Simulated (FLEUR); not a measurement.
# TePb (Fm-3m) in FLEUR: further runs

Aim: see how the results for TePb move with the level of theory and the settings. Levels: BLYP, PW91. Tasks: band structure, equation of state.

All numbers are computed with FLEUR MaX-R8.1 (later development tree); they aren't measurements. Logs are shortened: lines on timing, memory, paths and dates and some standing lists are left out, and cuts for length are marked.

**Experimental background.**

A printed reference work, monograph reports, for a bulk crystal of TePb at 4.2 K: band gap 0.19 eV (direct).

The runs below are set against these values where they give the same quantity.

## 1. Starting point

It takes space group Fm-3m (No. 225, cubic). The conventional cell has a = 6.462 Å, b = 6.462 Å, c = 6.462 Å, α = 90.00°, β = 90.00°, γ = 90.00°. Pb (site symmetry m-3m) is surrounded by 6 Te at 3.23 Å. Te (site symmetry m-3m) has 6 Pb at 3.23 Å as nearest neighbours.

## 2. Band structure, BLYP

The input, inp.xml:

```xml
<?xml version="1.0" encoding="UTF-8" standalone="no"?>
<fleurInput fleurInputVersion="0.39">
   <comment>
      TePb                                                                                                
   </comment>
   <calculationSetup>
      <cutoffs Kmax="4.1" Gmax="12.7" GmaxXC="12.7" numbands="0"/>
      <scfLoop itmax="60" minDistance="0.00001" maxIterBroyd="15" imix="Anderson" alpha="0.05" precondParam="0.0" spinf="2.0" sdNocoIR="T"/>
      <coreElectrons ctail="T" frcor="F" kcrel="0" coretail_lmax="0"/>
      <xcFunctional name="LibXC" relativisticCorrections="F">
         <LibXCName exchange="gga_x_b88" correlation="gga_c_lyp"/>
      </xcFunctional>
      <magnetism jspins="1"/>
      <soc l_soc="F" theta="0.0" phi="0.0" spav="F"/>
      <expertModes spex="0" secvar="F"/>
      <geometryOptimization l_f="F" forcealpha="1.0" forcemix="BFGS" epsdisp="0.00001" epsforce="0.00001"/>
      <ldaU l_linMix="F" mixParam="0.05" spinf="1.0"/>
   </calculationSetup>
   <cell>
      <bzIntegration valenceElectrons="42.0" mode="hist" fermiSmearingEnergy="0.00183747">
         <kPointListSelection listName="default-1"/>
         <!-- k-points included here -->
         <xi:include xmlns:xi="http://www.w3.org/2001/XInclude" href="kpts.xml"> </xi:include>
      </bzIntegration>
[... 35 lines left out ...]
         </electronConfig>
         <energyParameters s="5" p="5" d="5" f="4"/>
         <lo type="SCLO" l="1" n="4" eDeriv="0"/>
         <lo type="SCLO" l="1" n="4" eDeriv="1"/>
         <lo type="SCLO" l="2" n="4" eDeriv="0"/>
         <lo type="SCLO" l="2" n="4" eDeriv="1"/>
         <lo type="SCLO" l="0" n="5" eDeriv="2"/>
         <lo type="SCLO" l="3" n="4" eDeriv="2"/>
      </species>
   </atomSpecies>
   <atomGroups>
      <atomGroup species="Lead (Pb)">
         <relPos label="                   1">.0000000000 .0000000000 .0000000000</relPos>
         <force calculate="T" relaxXYZ="TTT"/>
      </atomGroup>
      <atomGroup species="Tellurium (Te)">
         <relPos label="                   2">1.000/2.000 1.000/2.000 1.000/2.000</relPos>
         <force calculate="T" relaxXYZ="TTT"/>
      </atomGroup>
   </atomGroups>
   <output dos="F" band="F" slice="F">
      <checks vchk="F" cdinf="F"/>
      <bandDOS minEnergy="-.5*Htr" maxEnergy="0.5*Htr" sigma="0.015" storeEVData="T"/>
      <vacuumDOS vacdos="F" integ="F" star="F" nstars="0" locx1="0.0" locy1="0.0" locx2="0.0" locy2="0.0" nstm="0" tworkf="0.0"/>
      <unfoldingBand unfoldBand="F" supercellX="1" supercellY="1" supercellZ="1"/>
      <plotting iplot="0" polar="F">
         <plot TwoD="T" vec1="  1.0  0.0  0.0" vec2="  0.0  1.0  0.0" vec3="  0.0  0.0  1.0" zero="  0.0  0.0  0.0" file="plot"/>
      </plotting>
      <chargeDensitySlicing numkpt="0" minEigenval="0.0" maxEigenval="0.0" nnne="0" pallst="F"/>
      <specialOutput eonly="F"/>
      <moessbauerParams electricFieldGradient="T" isomerShift="T" coreHyperfine="T" valenceHyperfine="T"/>
      <magneticCircularDichroism mcd="F" energyLo="-10.0" energyUp="0.0"/>
   </output>
  <!-- We include the file relax.xml here to enable relaxations (see documentation) -->
  <xi:include xmlns:xi="http://www.w3.org/2001/XInclude" href="relax.xml"> <xi:fallback/> </xi:include>
</fleurInput>
```

The input, crystal.txt:

```
TePb
&input cartesian=F /
0.0000000000  3.2310000000  3.2310000000
3.2310000000  0.0000000000  3.2310000000
3.2310000000  3.2310000000  0.0000000000
1.8897261246
1.0 1.0 1.0

2
82 0.0000000000  0.0000000000  0.0000000000
52 0.5000000000  0.5000000000  0.5000000000

&kpt div1=7 div2=7 div3=7 gamma=T /
```

The input, inp.xml (bands):

```
<?xml version="1.0" encoding="UTF-8" standalone="no"?>
<fleurInput fleurInputVersion="0.39">
   <comment>
      TePb                                                                                                
   </comment>
   <calculationSetup>
      <cutoffs Kmax="4.1" Gmax="12.7" GmaxXC="12.7" numbands="0"/>
      <scfLoop itmax="60" minDistance="0.00001" maxIterBroyd="15" imix="Anderson" alpha="0.05" precondParam="0.0" spinf="2.0" sdNocoIR="T"/>
      <coreElectrons ctail="T" frcor="F" kcrel="0" coretail_lmax="0"/>
      <xcFunctional name="LibXC" relativisticCorrections="F">
         <LibXCName exchange="gga_x_b88" correlation="gga_c_lyp"/>
      </xcFunctional>
      <magnetism jspins="1"/>
      <soc l_soc="F" theta="0.0" phi="0.0" spav="F"/>
      <expertModes spex="0" secvar="F"/>
      <geometryOptimization l_f="F" forcealpha="1.0" forcemix="BFGS" epsdisp="0.00001" epsforce="0.00001"/>
      <ldaU l_linMix="F" mixParam="0.05" spinf="1.0"/>
   </calculationSetup>
   <cell>
      <bzIntegration valenceElectrons="42.0" mode="hist" fermiSmearingEnergy="0.00183747">
         <kPointListSelection listName="path-1"/>
         <!-- k-points included here -->
         <xi:include xmlns:xi="http://www.w3.org/2001/XInclude" href="kpts.xml"> </xi:include>
      </bzIntegration>
      <!-- symmetry operations included here -->
[... 34 lines left out ...]
         </electronConfig>
         <energyParameters s="5" p="5" d="5" f="4"/>
         <lo type="SCLO" l="1" n="4" eDeriv="0"/>
         <lo type="SCLO" l="1" n="4" eDeriv="1"/>
         <lo type="SCLO" l="2" n="4" eDeriv="0"/>
         <lo type="SCLO" l="2" n="4" eDeriv="1"/>
         <lo type="SCLO" l="0" n="5" eDeriv="2"/>
         <lo type="SCLO" l="3" n="4" eDeriv="2"/>
      </species>
   </atomSpecies>
   <atomGroups>
      <atomGroup species="Lead (Pb)">
         <relPos label="                   1">.0000000000 .0000000000 .0000000000</relPos>
         <force calculate="T" relaxXYZ="TTT"/>
      </atomGroup>
      <atomGroup species="Tellurium (Te)">
         <relPos label="                   2">1.000/2.000 1.000/2.000 1.000/2.000</relPos>
         <force calculate="T" relaxXYZ="TTT"/>
      </atomGroup>
   </atomGroups>
   <output dos="F" band="T" slice="F">
      <checks vchk="F" cdinf="F"/>
      <bandDOS minEnergy="-.5*Htr" maxEnergy="0.5*Htr" sigma="0.015" storeEVData="T"/>
      <vacuumDOS vacdos="F" integ="F" star="F" nstars="0" locx1="0.0" locy1="0.0" locx2="0.0" locy2="0.0" nstm="0" tworkf="0.0"/>
      <unfoldingBand unfoldBand="F" supercellX="1" supercellY="1" supercellZ="1"/>
      <plotting iplot="0" polar="F">
         <plot TwoD="T" vec1="  1.0  0.0  0.0" vec2="  0.0  1.0  0.0" vec3="  0.0  0.0  1.0" zero="  0.0  0.0  0.0" file="plot"/>
      </plotting>
      <chargeDensitySlicing numkpt="0" minEigenval="0.0" maxEigenval="0.0" nnne="0" pallst="F"/>
      <specialOutput eonly="F"/>
      <moessbauerParams electricFieldGradient="T" isomerShift="T" coreHyperfine="T" valenceHyperfine="T"/>
      <magneticCircularDichroism mcd="F" energyLo="-10.0" energyUp="0.0"/>
   </output>
  <!-- We include the file relax.xml here to enable relaxations (see documentation) -->
  <xi:include xmlns:xi="http://www.w3.org/2001/XInclude" href="relax.xml"> <xi:fallback/> </xi:include>
</fleurInput>
```

Potentials or basis: all-electron, FLAPW.

Launch:

```bash
$ inpgen -f crystal.txt -profile fastHighL
$ # inp.xml edited to the form shown
$ fleur_MPI
$ fleur_MPI   # second run, on inp.xml (bands)
```

Output:

```text
Welcome to FLEUR        (www.flapw.de)
      MaX-Release 8.1          (www.max-centre.eu)
 func_ids         131         106         131         106
The functional 'Becke 88' is an exchange functional, it belongs to the 'GGA' family and is defined in the reference(s):
[1] A. D. Becke.,  Phys. Rev. A 38, 3098 (1988)
The functional 'Lee, Yang & Parr' is a correlation functional, it belongs to the 'GGA' family and is defined in the reference(s):
[1] C. Lee, W. Yang, and R. G. Parr.,  Phys. Rev. B 37, 785 (1988)
[2] B. Miehlich, A. Savin, H. Stoll, and H. Preuss.,  Chem. Phys. Lett. 157, 200 (1989)
 Using same functional for VXC and EXC

 ========== k-point set info ==========
 Selected k-point list: default-1
 k-point list type: mesh
 7 x 7 x 7
 Number of k points: 20

 ------------Calculation Setup---------------------------
 Number of MPI-tasks      :            1
 Number of PE/node        :            1
 Number of OMP-threads    :            1
 Most efficient MPI parallelization for:
           1           2           4           5          10          20
 Additional eigenvalue parallelization possible
 Number of basis functions:          625
 Approximate size of matrices (H+S) per k-point:         0.006 GB
 --------------------------------------------------------
 Iteration:     1   Distance:      38.27623737 me/bohr^3
 Iteration:     2   Distance:      36.29277253 me/bohr^3
 Iteration:     3   Distance:       5.33037092 me/bohr^3
 Iteration:     4   Distance:       1.27640008 me/bohr^3
 Iteration:     5   Distance:       1.07712460 me/bohr^3
 Iteration:     6   Distance:       0.19719308 me/bohr^3
 Iteration:     7   Distance:       0.07142570 me/bohr^3
 Iteration:     8   Distance:       0.04063961 me/bohr^3
 Iteration:     9   Distance:       0.00907048 me/bohr^3
 Iteration:    10   Distance:       0.00835258 me/bohr^3
 Iteration:    11   Distance:       0.00250555 me/bohr^3
 Iteration:    12   Distance:       0.00087135 me/bohr^3
 Iteration:    13   Distance:       0.00016460 me/bohr^3
 Iteration:    14   Distance:       0.00005866 me/bohr^3
 Iteration:    15   Distance:       0.00002338 me/bohr^3
 Iteration:    16   Distance:       0.00002201 me/bohr^3
 Iteration:    17   Distance:       0.00000682 me/bohr^3

 ********************************************************************
 Run finished successfully
 Stop message:
   all done
 ********************************************************************
```

Run time: 62 s. Hardware: 1 thread of Arm Neoverse V1, shared host; peak memory 0.08 GiB.

What came out:

```
Free energy                                           : -754485.8124 eV
Band gap along the path                               : 0.82 eV, direct
Valence electrons inside the program's atomic spheres : Pb 17.96; Te 20.19 (radii Pb 2.66, Te 2.66 bohr)
```

Levels at the corners of the path, in eV from the Fermi level:
```tsv
point	band 19	band 20	band 21	band 22	band 23	band 24
Γ	-1.25	-1.25	-1.25	4.10	4.10	4.10
X	-4.30	-2.66	-2.66	3.73	5.48	5.48
W	-3.60	-3.60	-0.26	1.76	5.44	5.44
K	-3.92	-2.16	-1.94	3.70	3.84	5.46
Γ	-1.25	-1.25	-1.25	4.10	4.10	4.10
L	-0.76	-0.76	0.10	0.93	1.38	1.38
U	-3.92	-2.16	-1.94	3.70	3.84	5.46
W	-3.60	-3.60	-0.26	1.76	5.44	5.44
L	-0.76	-0.76	0.10	0.93	1.38	1.38
K	-3.92	-2.16	-1.94	3.70	3.84	5.46
U	-3.92	-2.16	-1.94	3.70	3.84	5.46
X	-4.30	-2.66	-2.66	3.73	5.48	5.48
```

Core levels (eV from the Fermi level):
| atom | levels |
| --- | --- |
| 1 Pb | 1s1/2 -87986.8, 2s1/2 -15720.4, 2p1/2 -15095.3, 2p3/2 -12904.6, 3s1/2 -3769.9, 3p1/2 -3488.2, 3p3/2 -2999.4, 4s1/2 -850.1, 3d3/2 -2537.0, 3d5/2 -2433.0, 4p1/2 -728.2, 4p3/2 -608.5, 4d3/2 -410.2, 4d5/2 -387.9, 4f5/2 -131.1, 4f7/2 -126.1, 5s1/2 -139.4 |
| 2 Te | 1s1/2 -31606.7, 2s1/2 -4840.8, 2p1/2 -4535.4, 2p3/2 -4260.8, 3s1/2 -958.6, 3p1/2 -833.1, 3p3/2 -781.9, 4s1/2 -158.5, 3d3/2 -560.4, 3d5/2 -549.6 |

Caveat: this odd mesh misses L, where the gap lies, so gap, dielectric constants and Born charges aren't listed; spin-orbit coupling is left out, which moves the levels of the heavy elements.

## 3. Equation of state, BLYP, 31.71 Å³/atom (volume scaled by 0.94)

Changes to inp.xml since step 2:

```diff
@@ -26,3 +26,3 @@
       <xi:include xmlns:xi="http://www.w3.org/2001/XInclude" href="sym.xml"> </xi:include>
-      <bulkLattice scale="1.0">
+      <bulkLattice scale="0.9795861087">
          <bravaisMatrix>
```

Potentials or basis: all-electron, FLAPW.

Launch:

```bash
$ inpgen -f crystal.txt -profile fastHighL
$ # inp.xml edited to the form shown
$ fleur_MPI
```

Output:

```text
Welcome to FLEUR        (www.flapw.de)
      MaX-Release 8.1          (www.max-centre.eu)
 func_ids         131         106         131         106
The functional 'Becke 88' is an exchange functional, it belongs to the 'GGA' family and is defined in the reference(s):
[1] A. D. Becke.,  Phys. Rev. A 38, 3098 (1988)
The functional 'Lee, Yang & Parr' is a correlation functional, it belongs to the 'GGA' family and is defined in the reference(s):
[1] C. Lee, W. Yang, and R. G. Parr.,  Phys. Rev. B 37, 785 (1988)
[2] B. Miehlich, A. Savin, H. Stoll, and H. Preuss.,  Chem. Phys. Lett. 157, 200 (1989)
 Using same functional for VXC and EXC

 ========== k-point set info ==========
 Selected k-point list: default-1
 k-point list type: mesh
 7 x 7 x 7
 Number of k points: 20

 ------------Calculation Setup---------------------------
 Number of MPI-tasks      :            1
 Number of PE/node        :            1
 Number of OMP-threads    :            1
 Most efficient MPI parallelization for:
           1           2           4           5          10          20
 Additional eigenvalue parallelization possible
 Number of basis functions:          615
 Approximate size of matrices (H+S) per k-point:         0.006 GB
 --------------------------------------------------------
 Iteration:     1   Distance:      39.48204115 me/bohr^3
 Iteration:     2   Distance:      37.43782134 me/bohr^3
 Iteration:     3   Distance:       5.00564054 me/bohr^3
 Iteration:     4   Distance:       1.19125233 me/bohr^3
 Iteration:     5   Distance:       1.04025333 me/bohr^3
 Iteration:     6   Distance:       0.19741264 me/bohr^3
 Iteration:     7   Distance:       0.07512393 me/bohr^3
 Iteration:     8   Distance:       0.03475246 me/bohr^3
 Iteration:     9   Distance:       0.00719952 me/bohr^3
 Iteration:    10   Distance:       0.00585013 me/bohr^3
 Iteration:    11   Distance:       0.00104011 me/bohr^3
 Iteration:    12   Distance:       0.00027135 me/bohr^3
 Iteration:    13   Distance:       0.00021236 me/bohr^3
 Iteration:    14   Distance:       0.00001853 me/bohr^3
 Iteration:    15   Distance:       0.00000614 me/bohr^3

 ********************************************************************
 Run finished successfully
 Stop message:
   all done
 ********************************************************************
```

out.xml (last iteration):

```text
<iteration numberForCurrentRun="   15" overallNumber="   15">
         <energyParameters units="Htr">
            <atomicEP atomType="1" spin="1" branch="6s" branchLowest="-4.86" branchHighest="0.57" value="-0.0590873574"/>
            <atomicEP atomType="1" spin="1" branch="6p" branchLowest="-2.71" branchHighest="1.41" value="0.2218415735"/>
            <atomicEP atomType="1" spin="1" branch="5d" branchLowest="-14.31" branchHighest="-0.28" value="-0.3152938024"/>
[... 148 lines left out ...]
            </atomTypeDependentContributions>
            <tkbTimesEntropy value="0.0000000000"/>
            <freeEnergy value="-27726.8359263898"/>
            <extrapolationTo0K value="-27726.8359263898"/>
         </totalEnergy>
         <densityConvergence units="me/bohr^3">
            <chargeDensity spin="1" distance="0.0000061395"/>
         </densityConvergence>
      </iteration>
```

It took 43 s on 1 thread of Arm Neoverse V1, shared host; peak memory 0.08 GiB.

Results:

| Quantity | Value |
| --- | --- |
| Free energy | -754485.6418 eV |
| Valence electrons inside the program's atomic spheres | Pb 18.01; Te 20.23 (radii Pb 2.66, Te 2.66 bohr) |

Caveat: this odd mesh misses L, where the gap lies, so gap, dielectric constants and Born charges aren't listed.

## 4. Equation of state, BLYP, 32.38 Å³/atom (volume scaled by 0.96)

Changes to inp.xml since step 3:

```diff
@@ -26,3 +26,3 @@
       <xi:include xmlns:xi="http://www.w3.org/2001/XInclude" href="sym.xml"> </xi:include>
-      <bulkLattice scale="0.9795861087">
+      <bulkLattice scale="0.9864848297">
          <bravaisMatrix>
```

Launch:

```bash
$ inpgen -f crystal.txt -profile fastHighL
$ # inp.xml edited to the form shown
$ fleur_MPI
```

Run time: 44 s. Hardware: 1 thread of Arm Neoverse V1, shared host; peak memory 0.09 GiB.

It converged, with:

```yaml
Free_energy: -754485.7106 eV
Valence_electrons_inside_the_program's_atomic_spheres: Pb 17.99; Te 20.22 (radii Pb 2.66, Te 2.66 bohr)
```

Caveat: this odd mesh misses L, where the gap lies, so gap, dielectric constants and Born charges aren't listed.

## 5. Equation of state, BLYP, 33.73 Å³/atom

Changes to inp.xml since step 4:

```diff
@@ -26,3 +26,3 @@
       <xi:include xmlns:xi="http://www.w3.org/2001/XInclude" href="sym.xml"> </xi:include>
-      <bulkLattice scale="0.9864848297">
+      <bulkLattice scale="1.0000000000">
          <bravaisMatrix>
```

Launch:

```bash
$ inpgen -f crystal.txt -profile fastHighL
$ # inp.xml edited to the form shown
$ fleur_MPI
```

Wall time 52 s (1 thread of Arm Neoverse V1, shared host); peak memory 0.09 GiB.

It converged, with:

| Quantity | Value |
| --- | --- |
| Free energy | -754485.8124 eV |
| Valence electrons inside the program's atomic spheres | Pb 17.96; Te 20.19 (radii Pb 2.66, Te 2.66 bohr) |

Caveat: this odd mesh misses L, where the gap lies, so gap, dielectric constants and Born charges aren't listed.

## 6. Equation of state, BLYP, 35.08 Å³/atom (volume scaled by 1.04)

Changes to inp.xml since step 5:

```diff
@@ -26,3 +26,3 @@
       <xi:include xmlns:xi="http://www.w3.org/2001/XInclude" href="sym.xml"> </xi:include>
-      <bulkLattice scale="1.0000000000">
+      <bulkLattice scale="1.0131594038">
          <bravaisMatrix>
```

Potentials or basis: all-electron, FLAPW.

Launch:

```bash
$ inpgen -f crystal.txt -profile fastHighL
$ # inp.xml edited to the form shown
$ fleur_MPI
```

Run time: 58 s. Hardware: 1 thread of Arm Neoverse V1, shared host; peak memory 0.09 GiB.

The run converged. Its results:

```yaml
Free_energy: -754485.8792 eV
Valence_electrons_inside_the_program's_atomic_spheres: Pb 17.93; Te 20.17 (radii Pb 2.66, Te 2.66 bohr)
```

Caveat: this odd mesh misses L, where the gap lies, so gap, dielectric constants and Born charges aren't listed.

## 7. Equation of state, BLYP, 35.75 Å³/atom (volume scaled by 1.06)

Changes to inp.xml since step 6:

```diff
@@ -26,3 +26,3 @@
       <xi:include xmlns:xi="http://www.w3.org/2001/XInclude" href="sym.xml"> </xi:include>
-      <bulkLattice scale="1.0131594038">
+      <bulkLattice scale="1.0196128224">
          <bravaisMatrix>
```

Launch:

```bash
$ inpgen -f crystal.txt -profile fastHighL
$ # inp.xml edited to the form shown
$ fleur_MPI
```

It took 56 s on 1 thread of Arm Neoverse V1, shared host; peak memory 0.09 GiB.

It converged, with:

| Item | Value |
| --- | --- |
| Free energy | -754485.9027 eV |
| Valence electrons inside the program's atomic spheres | Pb 17.91; Te 20.16 (radii Pb 2.66, Te 2.66 bohr) |

Caveat: this odd mesh misses L, where the gap lies, so gap, dielectric constants and Born charges aren't listed.

(Continued in part 2 of 2.)
